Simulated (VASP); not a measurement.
# Au (Cmcm) in VASP: a series of runs

One crystal, Au, is run at these levels: r2SCAN; tasks: single point.

Program: VASP 6.6.1. These are calculated values, not measurements. Logs are shortened: lines on timing, memory, paths and dates and some standing lists are left out, and cuts for length are marked.

### 1 Starting point

The structure is orthorhombic, space group Cmcm (No. 63). The conventional cell has a = 2.840 Å, b = 5.101 Å, c = 4.857 Å, α = 90.00°, β = 90.00°, γ = 90.00°. Au (site symmetry m2m) is surrounded by 12 Au at 2.84 to 2.95 Å.

This isn't the form of Au at room conditions, which is fcc.

### 2 Single point, r2SCAN

POSCAR

```
Au
1.0
    1.4199310025     -2.5507036499      0.0000000000
    1.4199310025      2.5507036499      0.0000000000
    0.0000000000      0.0000000000      4.8568390346
Au
2
Direct
    0.6641465060      0.3358534940      0.2500000000
    0.3358534940      0.6641465060      0.7500000000
```

INCAR.step1

```
PREC = Accurate
ENCUT = 520
ISMEAR = 0
SIGMA = 0.1
LREAL = F
LASPH = T
NELM = 100
NBANDS = 18
GGA = PE
ALGO = Normal
EDIFF = 1E-4
LWAVE = T
LCHARG = F
```

INCAR.step2

```
PREC = Accurate
ENCUT = 520
EDIFF = 1E-6
ISMEAR = 0
SIGMA = 0.1
LREAL = F
LASPH = T
NELM = 100
ALGO = Normal
ISIF = 2
LWAVE = F
LCHARG = F
METAGGA = R2SCAN
LMIXTAU = T
NBANDS = 18
ISTART = 1
```

KPOINTS

```
regular mesh
0
Gamma
  16 16 10
```

Potentials or basis: VASP PAW PBE potentials, release 64 (Au).

Launch:

```bash
$ cat potpaw_PBE.64/Au/POTCAR > POTCAR
$ cp INCAR.step1 INCAR
$ mpirun -np 1 vasp_std > vasp.out
$ cp INCAR.step2 INCAR
$ mpirun -np 1 vasp_std > vasp.out
```

OUTCAR:

```text
PREC = Accurate
   ENCUT = 520
   EDIFF = 1E-6
   ISMEAR = 0
   LREAL = F
   LASPH = T
   NELM = 100
   ISIF = 2
   METAGGA = R2SCAN
   ISTART = 1

 ion  position               nearest neighbor table
   1  0.664  0.336  0.250-   2 2.95   2 2.95   2 2.95   2 2.95   2 2.95   2 2.95
   2  0.336  0.664  0.750-   1 2.95   1 2.95   1 2.95   1 2.95   1 2.95   1 2.95

  LATTYP: Found a base centered orthorhombic cell.
 ALAT       =     2.8398620050
 B/A-ratio  =     1.7963574606
 C/A-ratio  =     1.7102376897

  Lattice vectors:

 A1 = (   1.4199310025,  -2.5507036499,   0.0000000000)
 A2 = (   1.4199310025,   2.5507036499,   0.0000000000)
 A3 = (   0.0000000000,   0.0000000000,   4.8568390346)

Analysis of symmetry for initial positions (statically):
=====================================================================
 Subroutine PRICEL returns:
 Original cell was already a primitive cell.

 Routine SETGRP: Setting up the symmetry group for a
 base centered orthorhombic supercell.

 Subroutine GETGRP returns: Found  8 space group operations
 (whereof  4 operations were pure point group operations)
 out of a pool of  8 trial point group operations.

The static configuration has the point symmetry C_2h.
 The point group associated with its full space group is D_2h.

Analysis of symmetry for dynamics (positions and initial velocities):
=====================================================================
 Subroutine PRICEL returns:
 Original cell was already a primitive cell.

 Routine SETGRP: Setting up the symmetry group for a
 base centered orthorhombic supercell.

 Subroutine GETGRP returns: Found  8 space group operations
 (whereof  4 operations were pure point group operations)
 out of a pool of  8 trial point group operations.

The dynamic configuration has the point symmetry C_2h.
 The point group associated with its full space group is D_2h.

 Subroutine INISYM returns: Found  8 space group operations
 (whereof  4 operations are pure point group operations),
 and found     1 'primitive' translations

----------------------------------------------------------------------------------------

                                     Primitive cell

  volume of cell :      35.1812

  direct lattice vectors                    reciprocal lattice vectors
     1.419931003 -2.550703650  0.000000000     0.352129786 -0.196024340  0.000000000
     1.419931003  2.550703650  0.000000000     0.352129786  0.196024340  0.000000000
     0.000000000  0.000000000  4.856839035     0.000000000  0.000000000  0.205895232

  length of vectors
     2.919296690  2.919296690  4.856839035     0.403014799  0.403014799  0.205895232

  position of ions in fractional coordinates (direct lattice)
     0.664146506  0.335853494  0.250000000
     0.335853494  0.664146506  0.750000000

  ion indices of the primitive-cell ions
   primitive index   ion index
                 1           1
                 2           2

----------------------------------------------------------------------------------------

 KPOINTS: regular mesh

Automatic generation of k-mesh.
 Grid dimensions read from file:
 generate k-points for:   16   16   10

 Generating k-lattice:

  Cartesian coordinates                     Fractional coordinates (reciprocal lattice)
     0.022008112 -0.012251521  0.000000000     0.062500000  0.000000000  0.000000000
     0.022008112  0.012251521  0.000000000     0.000000000  0.062500000  0.000000000
     0.000000000  0.000000000  0.020589523     0.000000000  0.000000000  0.100000000

  Length of vectors
     0.025188425  0.025188425  0.020589523

  Shift w.r.t. Gamma in fractional coordinates (k-lattice)
     0.000000000  0.000000000  0.000000000

 Subroutine IBZKPT returns following result:
 ===========================================

 Found    438 irreducible k-points:

 Following reciprocal coordinates:
            Coordinates               Weight
  0.000000  0.000000  0.000000      1.000000
  0.062500 -0.000000  0.000000      4.000000
  0.125000 -0.000000  0.000000      4.000000
  0.187500  0.000000  0.000000      4.000000
  0.250000 -0.000000  0.000000      4.000000
  0.312500  0.000000  0.000000      4.000000
[... 16 lines left out ...]
 -0.125000  0.062500  0.000000      4.000000
 -0.062500  0.062500  0.000000      2.000000
 [... further k-points ...]
   k-points           NKPTS =    438   k-points in BZ     NKDIM =    438   number of bands    NBANDS=     18
   number of dos      NEDOS =    301   number of ions     NIONS =      2
   total plane-waves  NPLWV =  20736
   dimension x,y,z NGX =    24 NGY =   24 NGZ =   36
   dimension x,y,z NGXF=    48 NGYF=   48 NGZF=   72
   ions per type =               2
   NGX,Y,Z   is equivalent  to a cutoff of  13.67, 13.67, 12.32 a.u.
   NGXF,Y,Z  is equivalent  to a cutoff of  27.33, 27.33, 24.65 a.u.
 SYSTEM =  unknown system
   PREC   = accura    normal or accurate (medium, high low for compatibility)
   ISTART =      1    job   : 0-new  1-cont  2-samecut
   ICHARG =      0    charge: 1-file 2-atom 10-const
   ISPIN  =      1    spin polarized calculation?
   LNONCOLLINEAR =      F non collinear calculations
   LSORBIT =      F    spin-orbit coupling
   LASPH  =      T    aspherical Exc in radial PAW
   ENCUT  =  520.0 eV  38.22 Ry    6.18 a.u.   5.43  5.43  9.03*2*pi/ulx,y,z
   NELM   =    100;   NELMIN=  2; NELMDL=  0     # of ELM steps
   EDIFF  = 0.1E-05   stopping-criterion for ELM
   LREAL  =      F    real-space projection
   EDIFFG = 0.1E-04   stopping-criterion for IOM
   NSW    =      0    number of steps for IOM
   IBRION =     -1    ionic relax: 0-MD 1-quasi-New 2-CG
   NFREE  =      0    steps in history (QN), initial steepest desc. (CG)
   ISIF   =      2    stress and relaxation
   ISYM   =      2    0-nonsym 1-usesym 2-fastsym
   POTIM  = 0.5000    time-step for ionic-motion
   TEBEG  =    0.0;   TEEND  =   0.0 temperature during run
   PSTRESS=    0.0 pullay stress
   NELECT =      22.0000    total number of electrons
   NUPDOWN=      -1.0000    fix difference up-down
   EMIN   =  10.00;   EMAX   =-10.00  energy-range for DOS
   EFERMI =   0.00;   METHOD = LEGACY
   ISMEAR =     0;   SIGMA  =   0.10  broadening in eV -4-tet -1-fermi 0-gaus
   EFERMI_NEDOS =   21; number of points for ismear=-14 and -15
   IALGO  =     38    algorithm
   IMIX   =      4    mixing-type and parameters
     AMIX     =   0.40;   BMIX     =  1.00
     AMIX_MAG =   1.60;   BMIX_MAG =  1.00
  volume/ion in A,a.u.               =      17.59       118.71
  Fermi-wavevector in a.u.,A,eV,Ry     =   1.399949  2.645519 26.665459  1.959856
  Thomas-Fermi vector in A             =   2.522957
   LORBIT       =      0    0 simple, 1 ext, 2 COOP (PROOUT), +10 PAW based schemes
   METAGGA = R2SCAN    functional components
   LHFCALC =     F    Hartree Fock is set to
   AEXX    =    0.0000 exact exchange contribution
   IVDW    =     0    specifies the selected vdW correction
   LEPSILON=     F    determine dielectric tensor
   LRPA    =     F    only Hartree local field effects (RPA)
 non-spin polarized calculation
 Gauss-broadening in eV      SIGMA  =   0.10
  energy-cutoff  :      520.00
  volume of cell :       35.18
 maximum number of plane-waves:       967
 NGX is ok and might be reduce to    24
   NGX = 11   NGY = 11   NGZ = 19

 number of electron      22.0000000 magnetization

 Free energy of the ion-electron system (eV)
  ---------------------------------------------------
  ext. energy  EPLUGINS =         0.00000000
  ---------------------------------------------------
  free energy    TOTEN  =      -101.17467663 eV

  energy without entropy =     -101.17207849  energy(sigma->0) =     -101.17337756

 E-fermi :   8.8133     XC(G=0): -13.3999

 val. band max:        8.8108799425   @ k =   0.4375   0.0000   0.5000
 cond. band min:       8.8164327182   @ k =   0.5000   0.0625   0.2000
 fundamental gap:      0.0055527757
 Fermi energy:         8.8132626264

 k-point     1 :       0.0000    0.0000    0.0000
  band No.  band energies     occupation
      1      -0.9393      2.00000
      2       1.4137      2.00000
      3       3.8316      2.00000
      4       3.8866      2.00000
      5       4.2459      2.00000
      6       4.3761      2.00000
[... 10 lines left out ...]
     17      27.4107      0.00000
     18      28.3012      0.00000

 k-point     2 :       0.0625   -0.0000    0.0000
  band No.  band energies     occupation
      1      -0.8105      2.00000
      2       1.5206      2.00000
      3       3.7991      2.00000
      4       3.9907      2.00000
      5       4.2790      2.00000
      6       4.3914      2.00000
[... 10 lines left out ...]
     17      26.8912      0.00000
     18      27.5620      0.00000

 k-point     3 :       0.1250   -0.0000    0.0000
  band No.  band energies     occupation
      1      -0.4353      2.00000
      2       1.8156      2.00000
      3       3.7160      2.00000
      4       4.2223      2.00000
      5       4.3015      2.00000
      6       4.4803      2.00000
[... 10 lines left out ...]
     17      25.9336      0.00000
     18      27.7011      0.00000

 k-point     4 :       0.1875    0.0000    0.0000
  band No.  band energies     occupation
      1       0.1469      2.00000
      2       2.1920      2.00000
      3       3.6126      2.00000
      4       4.1376      2.00000
      5       4.1514      2.00000
      6       4.6003      2.00000
[... 10 lines left out ...]
     17      26.1319      0.00000
     18      26.8716      0.00000

 k-point     5 :       0.2500   -0.0000    0.0000
  band No.  band energies     occupation
      1       0.8442      2.00000
      2       2.3978      2.00000
      3       3.5577      2.00000
      4       3.7109      2.00000
      5       4.0554      2.00000
      6       4.4971      2.00000
[... 10 lines left out ...]
     17      25.8841      0.00000
     18      26.4594      0.00000

 k-point     6 :       0.3125    0.0000    0.0000
  band No.  band energies     occupation
      1       1.4740      2.00000
      2       2.3167      2.00000
      3       3.0761      2.00000
      4       4.0021      2.00000
      5       4.2270      2.00000
      6       4.3150      2.00000
[... 10 lines left out ...]
     17      23.7234      0.00000
     18      25.6687      0.00000

 k-point     7 :       0.3750    0.0000    0.0000
  band No.  band energies     occupation
      1       1.8360      2.00000
      2       2.1492      2.00000
      3       2.7221      2.00000
      4       4.1674      2.00000
      5       4.3028      2.00000
      6       4.5093      2.00000
[... 10 lines left out ...]
     17      22.5319      0.00000
     18      24.8670      0.00000

 k-point     8 :       0.4375    0.0000    0.0000
  band No.  band energies     occupation
      1       1.9477      2.00000
      2       2.0283      2.00000
      3       2.5066      2.00000
      4       4.0714      2.00000
      5       4.4137      2.00000
      6       4.5757      2.00000
[... 10 lines left out ...]
     17      21.5242      0.00000
     18      24.3613      0.00000
[... 229 lines left out ...]
     17      23.2239      0.00000
     18      25.0754      0.00000

 k-point    20 :      -0.3125    0.0625    0.0000
  band No.  band energies     occupation
      1       1.2466      2.00000
      2       2.4573      2.00000
      3       3.3169      2.00000
      4       3.7036      2.00000
      5       4.1006      2.00000
      6       4.3246      2.00000
[... 10 lines left out ...]
     17      24.7417      0.00000
     18      25.9973      0.00000

 k-point    21 :      -0.2500    0.0625    0.0000
  band No.  band energies     occupation
      1       0.5512      2.00000
      2       2.3970      2.00000
      3       3.4754      2.00000
      4       3.8440      2.00000
      5       4.0744      2.00000
      6       4.4802      2.00000
[... 10 lines left out ...]
     17      26.7513      0.00000
     18      26.7784      0.00000

 k-point    22 :      -0.1875    0.0625    0.0000
  band No.  band energies     occupation
      1      -0.0994      2.00000
      2       2.0506      2.00000
      3       3.5280      2.00000
      4       4.1408      2.00000
      5       4.3532      2.00000
      6       4.4408      2.00000
[... 10 lines left out ...]
     17      26.7548      0.00000
     18      27.0531      0.00000

 k-point    23 :      -0.1250    0.0625    0.0000
  band No.  band energies     occupation
      1      -0.5754      2.00000
      2       1.7010      2.00000
      3       3.6359      2.00000
      4       4.0726      2.00000
      5       4.2605      2.00000
      6       4.5544      2.00000
[... 10 lines left out ...]
     17      26.9190      0.00000
     18      27.3973      0.00000

 k-point    24 :      -0.0625    0.0625    0.0000
  band No.  band energies     occupation
      1      -0.8195      2.00000
      2       1.5087      2.00000
      3       3.7113      2.00000
      4       3.9835      2.00000
      5       4.2411      2.00000
      6       4.4505      2.00000
[... 10 lines left out ...]
     17      27.2713      0.00000
     18      27.5805      0.00000

 [... further k-points ...]

------------------------ aborting loop because EDIFF is reached ----------------------------------------

  FORCE on cell =-STRESS in cart. coord.  units (eV):
  Direction    XX          YY          ZZ          XY          YZ          ZX
  --------------------------------------------------------------------------------------
  -------------------------------------------------------------------------------------
  Total        0.0669841      0.0601183      0.0416348      0.0000000      0.0000000      0.0000000
  in kB        3.0505041      2.7378288      1.8960793      0.0000000      0.0000000      0.0000000
  external PRESSURE =       2.5614708 kB  Pullay stress =       0.0000000 kB

 VOLUME and BASIS-vectors are now :
 -----------------------------------------------------------------------------
  energy-cutoff  :      520.00
  volume of cell :       35.18
      direct lattice vectors                 reciprocal lattice vectors
     1.419931003 -2.550703650  0.000000000     0.352129786 -0.196024340  0.000000000
     1.419931003  2.550703650  0.000000000     0.352129786  0.196024340  0.000000000
     0.000000000  0.000000000  4.856839035     0.000000000  0.000000000  0.205895232

 POSITION                                       TOTAL-FORCE (eV/Angst)
 -----------------------------------------------------------------------------------
      1.41993     -0.83738      1.21421         0.000000      0.004657      0.000000
      1.41993      0.83738      3.64263         0.000000     -0.004657     -0.000000
 -----------------------------------------------------------------------------------
    total drift:                                0.000000      0.000000      0.000000

  FREE ENERGIE OF THE ION-ELECTRON SYSTEM (eV)
  ---------------------------------------------------
  free  energy   TOTEN  =      -101.1746766314 eV

  energy  without entropy=     -101.1720784865  energy(sigma->0) =     -101.17337756
```

It took 4.3 min on 1 thread of Intel Xeon 6975P-C (Granite Rapids), shared host; peak memory 0.34 GiB.

Results:

```
Free energy            : -101.1747 eV
Pressure               : 0.3 GPa
Largest force          : 0.005 eV/Å
Band gap on the k mesh : none (metal or under the smearing width)
```

Forces in eV/Å, atoms in the order of the input:
```
Au   0.000  0.005  0.000
Au   0.000 -0.005  0.000
```

Caveat: the PAW data sets were made with another functional, which shifts forces and pressure a little.

### 3 Single point, r2SCAN

This run uses another cell than the first one, of 17.65 Å³/atom, 1.003 times its volume.

POSCAR

```
Au
1.0
    1.4113099650     -2.5559330250      0.0000000000
    1.4113099650      2.5559330250      0.0000000000
    0.0000000000      0.0000000000      4.8931696100
Au
2
Direct
    0.6653279700      0.3346720300      0.2500000000
    0.3346720300      0.6653279700      0.7500000000
```

INCAR.step1

```
SYSTEM = Au
ALGO = Normal
EDIFF = 1E-4
ENCUT = 520
GGA = PE
ISMEAR = 0
LASPH = .TRUE.
LCHARG = .FALSE.
LREAL = .FALSE.
LWAVE = .TRUE.
NBANDS = 18
NELM = 80
PREC = Accurate
SIGMA = 0.1
```

INCAR.step2

```
SYSTEM = Au
ALGO = Normal
EDIFF = 1E-6
ENCUT = 520
ISIF = 2
ISMEAR = 0
ISTART = 1
LASPH = .TRUE.
LCHARG = .FALSE.
LMIXTAU = .TRUE.
LREAL = .FALSE.
LWAVE = .FALSE.
METAGGA = R2SCAN
NBANDS = 18
NELM = 80
PREC = Accurate
SIGMA = 0.1
```

KPOINTS

```
k-points
0
G
  8 8 4
  0 0 0
```

Potentials or basis: VASP PAW PBE potentials, release 64 (Au).

Launch:

```bash
$ cat potpaw_PBE.64/Au/POTCAR > POTCAR
$ cp INCAR.step1 INCAR
$ mpirun -np 1 vasp_std > vasp.out
$ cp INCAR.step2 INCAR
$ mpirun -np 1 vasp_std > vasp.out
```

OUTCAR:

```text
SYSTEM = Au
   EDIFF = 1E-6
   ENCUT = 520
   ISIF = 2
   ISMEAR = 0
   ISTART = 1
   LASPH = .TRUE.
   LREAL = .FALSE.
   METAGGA = R2SCAN
   NELM = 80
   PREC = Accurate

 ion  position               nearest neighbor table
   1  0.665  0.335  0.250-   2 2.95   2 2.95   2 2.95   2 2.95   2 2.97   2 2.97
   2  0.335  0.665  0.750-   1 2.95   1 2.95   1 2.95   1 2.95   1 2.97   1 2.97

  LATTYP: Found a base centered orthorhombic cell.
 ALAT       =     2.8226199300
 B/A-ratio  =     1.8110359088
[... 700 lines left out ...]

  FORCE on cell =-STRESS in cart. coord.  units (eV):
  Direction    XX          YY          ZZ          XY          YZ          ZX
  --------------------------------------------------------------------------------------
  -------------------------------------------------------------------------------------
  Total       -0.2484884      0.5541546     -0.0213549      0.0000000      0.0000000      0.0000000
  in kB      -11.2778022     25.1506607     -0.9692077      0.0000000      0.0000000      0.0000000
  external PRESSURE =       4.3012170 kB  Pullay stress =       0.0000000 kB

 VOLUME and BASIS-vectors are now :
 -----------------------------------------------------------------------------
  energy-cutoff  :      520.00
  volume of cell :       35.30
      direct lattice vectors                 reciprocal lattice vectors
     1.411309965 -2.555933025  0.000000000     0.354280783 -0.195623279  0.000000000
     1.411309965  2.555933025  0.000000000     0.354280783  0.195623279  0.000000000
     0.000000000  0.000000000  4.893169610     0.000000000  0.000000000  0.204366511

 POSITION                                       TOTAL-FORCE (eV/Angst)
 -----------------------------------------------------------------------------------
      1.41131     -0.84513      1.22329         0.000000      0.009364      0.000000
      1.41131      0.84513      3.66988         0.000000     -0.009364     -0.000000
 -----------------------------------------------------------------------------------
    total drift:                                0.000000      0.000000     -0.000000

  FREE ENERGIE OF THE ION-ELECTRON SYSTEM (eV)
  ---------------------------------------------------
  free  energy   TOTEN  =      -101.1543251920 eV

  energy  without entropy=     -101.1499828765  energy(sigma->0) =     -101.15215403
```

It took 1.8 min on 1 thread of Intel Xeon Platinum 8488C (Sapphire Rapids), shared host; peak memory 0.17 GiB.

What came out:

| Quantity | Value |
| --- | --- |
| Free energy | -101.1543 eV |
| Pressure | 0.4 GPa |
| Largest force | 0.009 eV/Å |
| Band gap on the k mesh | none (metal or under the smearing width) |

Forces in eV/Å, atoms in the order of the input:
```
Au   0.000  0.009  0.000
Au   0.000 -0.009  0.000
```

Stress tensor (GPa, compression positive):
```
-1.13  0.00  0.00
 0.00  2.52  0.00
 0.00  0.00 -0.10
```

Caveat: the PAW data sets were made with another functional, which shifts forces and pressure a little. The run has no spin-orbit coupling, so splittings on Au are missing.
